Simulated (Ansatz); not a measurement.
Rb: all-electron results

```yaml
crystal:
  lattice:
    - [0.00000, 3.57578, 3.57578]
    - [3.57578, 0.00000, 3.57578]
    - [3.57578, 3.57578, 0.00000]
  atoms:
    - { symbol: Rb, position: [0.00000, 0.00000, 0.00000] }
```

Conventional cell: a = 7.152 Å, b = 7.152 Å, c = 7.152 Å, α = 90.00°, β = 90.00°, γ = 90.00°.

The structure comes from a relaxation in the same program, started in the fcc type, and has space group Fm-3m. Whether it is a known phase or the ground state wasn't checked.

Method: DFT, PBE, all-electron LAPW, scalar-relativistic (Ansatz 0.2.0).

Numerical set-up: a Γ-centred 11×11×11 k mesh, Fermi–Dirac smearing of 0.03 eV, basis error target 0.5 meV/atom, no spin polarisation.

```yaml
Volume_per_atom: 617.1 bohr³
Pressure_at_this_cell: 0.0 kbar
```

Problem. Band gap: what does the calculation give?

Solution. none: with an odd electron count and no spin polarisation the bands can't all be full, a metal in this set-up (spin order or a larger cell could open a gap).

Problem. Give the computed value. Density of states at the Fermi level (0.2 eV bin).

Solution. 0.98 states/eV per cell.
